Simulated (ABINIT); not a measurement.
# Al (Fm-3m) in ABINIT: notebook

Aim: see how the results for Al move with the level of theory and the settings. Levels: LDA, r2SCAN, PBE, revPBE+D3(BJ). Tasks: equation of state.

All numbers are computed with ABINIT 10.8.3 (patched build); they aren't measurements. Logs are shortened: lines on timing, memory, paths and dates and some standing lists are left out, and cuts for length are marked. The log counts tension as positive stress, the text compression.

**Measured values to compare with.**

“The interpretation of polycrystalline coherent inelastic neutron scattering from aluminium”, 2013, pmc:3831299 quotes, for a bulk crystal of Al: bulk modulus 76.9 GPa.

The runs below are set against these values where they give the same quantity.

### 1 The structure

Symmetry: Fm-3m, No. 225, cubic system. The conventional cell has a = 4.050 Å, b = 4.050 Å, c = 4.050 Å, α = 90.00°, β = 90.00°, γ = 90.00°. Al (site symmetry m-3m) has 12 Al at 2.86 Å as nearest neighbours.

### 2 Equation of state, LDA

run.abi reads:

```
ndtset 7
getwfk -1
scalecart1 3*0.9795861087
scalecart2 3*0.9864848297
scalecart3 3*0.9932883884
scalecart4 3*1.0000000000
scalecart5 3*1.0066227096
scalecart6 3*1.0131594038
scalecart7 3*1.0196128224

pp_dirpath "./"
pseudos "Al.LDA_PW-JTH.xml"

acell 3*1.0 Angstrom
rprim
     0.0000000000     2.0248050000     2.0248050000
     2.0248050000     0.0000000000     2.0248050000
     2.0248050000     2.0248050000     0.0000000000
ntypat 1
znucl 13
natom 1
typat 1
xred
     0.0000000000     0.0000000000     0.0000000000

ecut 26.0
pawecutdg 48.0

kptopt 1
ngkpt 11 11 11
nshiftk 1
shiftk 0.0 0.0 0.0

ixc 7

nband 6
occopt 3
tsmear 0.05 eV

nstep 100
tolvrs 1.0e-9

iomode 3
prtwf 1
prtden 0
prteig 0
prtebands 0
```

Potentials or basis: JTH PAW LDA v2.0.

Started as:

```console
abinit run.abi > log 2>&1
```

run.abo:

```text
.Version 10.8.3 of ABINIT
 DATASET    1 : space group Fm -3 m (#225); Bravais cF (face-center cubic)
================================================================================
 Values of the parameters that define the memory need for DATASET  1.
     intxc =       0    ionmov =       0      iscf =      17    lmnmax =       8
     lnmax =       4     mgfft =      27  mpssoang =       2    mqgrid =    3001
     natom =       1  nloc_mem =       2    nspden =       1   nspinor =       1
    nsppol =       1      nsym =      48    n1xccc =       1    ntypat =       1
    occopt =       3   xclevel =       1
       mpw =         677          nfft =       19683          nkpt =          56
 PAW method is used; the additional fine FFT grid is defined by:
   mgfftf=        36    nfftf =     46656
================================================================================
================================================================================
[... 71 lines left out ...]
 DATASET    7 : space group Fm -3 m (#225); Bravais cF (face-center cubic)
================================================================================
 Values of the parameters that define the memory need for DATASET  7.
     intxc =       0    ionmov =       0      iscf =      17    lmnmax =       8
     lnmax =       4     mgfft =      27  mpssoang =       2    mqgrid =    3001
     natom =       1  nloc_mem =       2    nspden =       1   nspinor =       1
    nsppol =       1      nsym =      48    n1xccc =       1    ntypat =       1
    occopt =       3   xclevel =       1
       mpw =         766          nfft =       19683          nkpt =          56
 PAW method is used; the additional fine FFT grid is defined by:
   mgfftf=        36    nfftf =     46656
================================================================================
================================================================================

--------------------------------------------------------------------------------
------------- Echo of variables that govern the present computation ------------
--------------------------------------------------------------------------------
 -outvars: echo values of preprocessed input variables --------
            acell      1.8897261259E+00  1.8897261259E+00  1.8897261259E+00 Bohr
              amu      2.69815390E+01
             ecut      2.60000000E+01 Hartree
           getwfk          -1
                       outvar_i_n : Printing only first  50 k-points.
              ixc           7
           jdtset        1    2    3    4    5    6    7
                       outvar_i_n : Printing only first  50 k-points.
         kptrlatt       11    0    0      0   11    0      0    0   11
          kptrlen1     5.83085676E+01
          kptrlen2     5.87192048E+01
          kptrlen3     5.91241777E+01
          kptrlen4     5.95236775E+01
          kptrlen5     5.99178855E+01
          kptrlen6     6.03069736E+01
          kptrlen7     6.06911048E+01
            natom           1
            nband           6
           ndtset           7
            ngfft          27      27      27
          ngfftdg          36      36      36
             nkpt          56
            nstep         100
             nsym          48
           ntypat           1
                       prtocc : prtvol=0, do not print more k-points.
           occopt           3
        pawecutdg      4.80000000E+01 Hartree
           prtden           0
        prtebands           0
           prteig           0
            rprim1     0.0000000000E+00  1.9834708508E+00  1.9834708508E+00
                       1.9834708508E+00  0.0000000000E+00  1.9834708508E+00
                       1.9834708508E+00  1.9834708508E+00  0.0000000000E+00
            rprim2     0.0000000000E+00  1.9974394156E+00  1.9974394156E+00
                       1.9974394156E+00  0.0000000000E+00  1.9974394156E+00
                       1.9974394156E+00  1.9974394156E+00  0.0000000000E+00
            rprim3     0.0000000000E+00  2.0112152953E+00  2.0112152953E+00
                       2.0112152953E+00  0.0000000000E+00  2.0112152953E+00
                       2.0112152953E+00  2.0112152953E+00  0.0000000000E+00
            rprim4     0.0000000000E+00  2.0248050000E+00  2.0248050000E+00
                       2.0248050000E+00  0.0000000000E+00  2.0248050000E+00
                       2.0248050000E+00  2.0248050000E+00  0.0000000000E+00
            rprim5     0.0000000000E+00  2.0382146955E+00  2.0382146955E+00
                       2.0382146955E+00  0.0000000000E+00  2.0382146955E+00
                       2.0382146955E+00  2.0382146955E+00  0.0000000000E+00
            rprim6     0.0000000000E+00  2.0514502266E+00  2.0514502266E+00
                       2.0514502266E+00  0.0000000000E+00  2.0514502266E+00
                       2.0514502266E+00  2.0514502266E+00  0.0000000000E+00
            rprim7     0.0000000000E+00  2.0645171409E+00  2.0645171409E+00
                       2.0645171409E+00  0.0000000000E+00  2.0645171409E+00
                       2.0645171409E+00  2.0645171409E+00  0.0000000000E+00
          spgroup         225
           tolvrs      1.00000000E-09
           tsmear      1.83746611E-03 Hartree
            typat      1
           useylm           1
                       outvars : Printing only first  50 k-points.
            znucl       13.00000

================================================================================

 chkinp: Checking input parameters for consistency, jdtset=   1.

 chkinp: Checking input parameters for consistency, jdtset=   2.

 chkinp: Checking input parameters for consistency, jdtset=   3.

 chkinp: Checking input parameters for consistency, jdtset=   4.
[... 31 lines left out ...]
 getcut: wavevector=  0.0000  0.0000  0.0000  ngfft=  27  27  27
         ecut(hartree)=     26.000   => boxcut(ratio)=   2.14005

 Fine grid specifications (used for densities):

 getcut: wavevector=  0.0000  0.0000  0.0000  ngfft=  36  36  36
         ecut(hartree)=     48.000   => boxcut(ratio)=   2.17759

--- Pseudopotential description ------------------------------------------------
- pspini: atom type   1  psp file is ./Al.LDA_PW-JTH.xml
 Pseudopotential format is: paw10
 basis_size (lnmax)=  4 (lmn_size=  8), orbitals=   0   0   1   1
 Spheres core radius: rc_sph= 1.90363307
 Shapefunction is SIN type: shapef(r)=[sin(pi*r/rshp)/(pi*r/rshp)]**2
 Radius for shape functions =  1.60786206
 Compensation charge density is not taken into account in XC energy/potential

  -1.37904023E+01                                ecore*ucvol(ha*bohr**3)
--------------------------------------------------------------------------------

================================================================================

--- !BeginCycle
iteration_state: {dtset: 1, }
solver: {iscf: 17, nstep: 100, nline: 4, wfoptalg: 10, }
tolerances: {tolvrs: 1.00E-09, }
...

     iter   Etot(hartree)      deltaE(h)  residm     nres2
 ETOT  1  -2.1219834146448    -2.122E+00 2.517E-01 5.691E-01
 ETOT  2  -2.1311261781174    -9.143E-03 6.915E-03 8.223E-02
 ETOT  3  -2.1309863079925     1.399E-04 1.713E-03 1.951E-03
 ETOT  4  -2.1309800723434     6.236E-06 8.195E-04 5.914E-05
 ETOT  5  -2.1309800651332     7.210E-09 9.793E-04 7.029E-08
 ETOT  6  -2.1309800650610     7.219E-11 1.753E-04 2.176E-09
 ETOT  7  -2.1309800650438     1.718E-11 1.849E-04 2.793E-10
[... 1124 lines left out ...]
 Cartesian components of stress tensor (hartree/bohr^3)
  sigma(1 1)=  2.43246518E-04  sigma(3 2)=  0.00000000E+00
  sigma(2 2)=  2.43246518E-04  sigma(3 1)=  0.00000000E+00
  sigma(3 3)=  2.43246518E-04  sigma(2 1)=  0.00000000E+00

-Cartesian components of stress tensor (GPa)         [Pressure= -7.1566E+00 GPa]
- sigma(1 1)=  7.15655965E+00  sigma(3 2)=  0.00000000E+00
- sigma(2 2)=  7.15655965E+00  sigma(3 1)=  0.00000000E+00
- sigma(3 3)=  7.15655965E+00  sigma(2 1)=  0.00000000E+00

== END DATASET(S) ==============================================================
================================================================================

 -outvars: echo values of variables after computation  --------
            acell      1.8897261259E+00  1.8897261259E+00  1.8897261259E+00 Bohr
           etotal1    -2.1309800650E+00
           etotal2    -2.1309965194E+00
           etotal3    -2.1308820945E+00
           etotal4    -2.1306510787E+00
           etotal5    -2.1303163696E+00
           etotal6    -2.1298898407E+00
           etotal7    -2.1293821977E+00
            fcart1    -0.0000000000E+00 -0.0000000000E+00 -0.0000000000E+00
            fcart2    -0.0000000000E+00 -0.0000000000E+00 -0.0000000000E+00
            fcart3    -0.0000000000E+00 -0.0000000000E+00 -0.0000000000E+00
            fcart4    -0.0000000000E+00 -0.0000000000E+00 -0.0000000000E+00
            fcart5    -0.0000000000E+00 -0.0000000000E+00 -0.0000000000E+00
            fcart6    -0.0000000000E+00 -0.0000000000E+00 -0.0000000000E+00
            fcart7    -0.0000000000E+00 -0.0000000000E+00 -0.0000000000E+00
            rprim1     0.0000000000E+00  1.9834708508E+00  1.9834708508E+00
                       1.9834708508E+00  0.0000000000E+00  1.9834708508E+00
                       1.9834708508E+00  1.9834708508E+00  0.0000000000E+00
            rprim2     0.0000000000E+00  1.9974394156E+00  1.9974394156E+00
                       1.9974394156E+00  0.0000000000E+00  1.9974394156E+00
                       1.9974394156E+00  1.9974394156E+00  0.0000000000E+00
            rprim3     0.0000000000E+00  2.0112152953E+00  2.0112152953E+00
                       2.0112152953E+00  0.0000000000E+00  2.0112152953E+00
[... 9 lines left out ...]
                       2.0514502266E+00  2.0514502266E+00  0.0000000000E+00
            rprim7     0.0000000000E+00  2.0645171409E+00  2.0645171409E+00
                       2.0645171409E+00  0.0000000000E+00  2.0645171409E+00
                       2.0645171409E+00  2.0645171409E+00  0.0000000000E+00
           strten1    -3.8678522182E-05 -3.8678522182E-05 -3.8678522182E-05
                       0.0000000000E+00  0.0000000000E+00  0.0000000000E+00
           strten2     2.3089494666E-05  2.3089494666E-05  2.3089494666E-05
                       0.0000000000E+00  0.0000000000E+00  0.0000000000E+00
           strten3     7.8186493523E-05  7.8186493523E-05  7.8186493523E-05
                       0.0000000000E+00  0.0000000000E+00  0.0000000000E+00
           strten4     1.2722646302E-04  1.2722646302E-04  1.2722646302E-04
                       0.0000000000E+00  0.0000000000E+00  0.0000000000E+00
           strten5     1.7076103444E-04  1.7076103444E-04  1.7076103444E-04
                       0.0000000000E+00  0.0000000000E+00  0.0000000000E+00
           strten6     2.0929747414E-04  2.0929747414E-04  2.0929747414E-04
                       0.0000000000E+00  0.0000000000E+00  0.0000000000E+00
           strten7     2.4324651835E-04  2.4324651835E-04  2.4324651835E-04
                       0.0000000000E+00  0.0000000000E+00  0.0000000000E+00
 Calculation completed.
```

Wall time 27 s (1 thread of Arm Neoverse V1, shared host); peak memory 0.1 GiB.

Results:

```yaml
Equilibrium_volume: 15.81 Å³/atom
Bulk_modulus: 86 GPa
Pressure_derivative_of_the_bulk_modulus: 4.7
```

Energy against volume, from the lowest point:
```csv
volume (Å³/atom),energy (meV/atom)
15.607,0.45
15.939,0.00
16.271,3.11
16.603,9.40
16.935,18.51
17.267,30.11
17.599,43.93
```

Caveat: pressures at fixed basis lie under the slope of the energies.

### 3 Equation of state, r2SCAN

run.abi reads:

```
# Datasets: one volume each
ndtset 7
getwfk -1
scalecart1 3*0.9795861087
scalecart2 3*0.9864848297
scalecart3 3*0.9932883884
scalecart4 3*1.0000000000
scalecart5 3*1.0066227096
scalecart6 3*1.0131594038
scalecart7 3*1.0196128224

# Pseudopotentials
pp_dirpath "./"
pseudos "Al.upf"

# Structure
acell 3*1.0
rprim
     0.0000000000     3.8263269058     3.8263269058
     3.8263269058     0.0000000000     3.8263269058
     3.8263269058     3.8263269058     0.0000000000
ntypat 1
znucl 13
natom 1
typat 1
xred
     0.0000000000     0.0000000000     0.0000000000

# Plane-wave basis
ecut 653.073270 eV

# k points
kptopt 1
ngkpt 11 11 11
nshiftk 1
shiftk 0.0 0.0 0.0

# Exchange and correlation
ixc -497498
usekden 1
nc_xccc_gspace 1
boxcutmin 3.0

# Bands and occupations
nband 6
occopt 3
tsmear 0.05 eV

# SCF cycle
nstep 100
tolvrs 1.0e-9

# Output
iomode 3
prtwf 1
prtden 0
prteig 0
prtebands 0
enunit 2
```

Potentials or basis: PseudoDojo NC SR PBE v0.4.1 standard.

Started as:

```console
abinit run.abi > log 2>&1
```

Run time: 4.6 min. Hardware: 1 thread of Arm Neoverse V1, shared host; peak memory 0.11 GiB.

The run converged. Its results:

```
Equilibrium volume : 16.31 Å³/atom (rough: see the caveat)
Bulk modulus       : 84 GPa (rough)
```

Energy against volume, from the lowest point:
| volume (Å³/atom) | energy (meV/atom) |
| --- | --- |
| 15.607 | 8.73 |
| 15.939 | 2.35 |
| 16.271 | 0.00 |
| 16.603 | 1.26 |
| 16.935 | 5.75 |
| 17.267 | 13.12 |
| 17.599 | 23.06 |

Caveat: a meta-GGA on potentials with a model core is unreliable; pressures at fixed basis lie under the slope of the energies; the potentials were made for another functional, which shifts forces and pressure; the fit is rough or its minimum lies at the end of the range.

### 4 Equation of state, PBE

run.abi reads:

```
ndtset 7
getwfk -1
scalecart1 3*0.9795861087
scalecart2 3*0.9864848297
scalecart3 3*0.9932883884
scalecart4 3*1.0000000000
scalecart5 3*1.0066227096
scalecart6 3*1.0131594038
scalecart7 3*1.0196128224

pp_dirpath "./"
pseudos "Al.GGA_PBE-JTH.xml"

acell 5.4112434042 5.4112434042 5.4112434042
rprim
     0.0000000000     0.7071067812     0.7071067812
     0.7071067812     0.0000000000     0.7071067812
     0.7071067812     0.7071067812     0.0000000000
ntypat 1
znucl 13
natom 1
typat 1
xred
     0.0000000000     0.0000000000     0.0000000000

ecut 20.0
pawecutdg 40.0

kptopt 1
ngkpt 11 11 11
nshiftk 1
shiftk 0.0 0.0 0.0

ixc 11

nband 6
occopt 3
tsmear 0.00183747

nstep 100
tolvrs 1.0e-9

iomode 3
prtwf 1
prtden 0
prteig 0
prtebands 0
```

Potentials or basis: JTH PAW PBE v2.0.

Started as:

```console
abinit run.abi > log 2>&1
```

Wall time 21 s (1 thread of Arm Neoverse V1, shared host); peak memory 0.11 GiB.

The run converged. Its results:

| Item | Value |
| --- | --- |
| Equilibrium volume | 16.49 Å³/atom |
| Bulk modulus | 79 GPa |
| Pressure derivative of the bulk modulus | 4.5 |

Energy against volume, from the lowest point:
| volume (Å³/atom) | energy (meV/atom) |
| --- | --- |
| 15.607 | 12.91 |
| 15.939 | 4.76 |
| 16.271 | 0.59 |
| 16.603 | 0.00 |
| 16.935 | 2.62 |
| 17.267 | 8.11 |
| 17.599 | 16.15 |

Caveat: pressures at fixed basis lie under the slope of the energies.

(Part 1 of 2 ends here.)
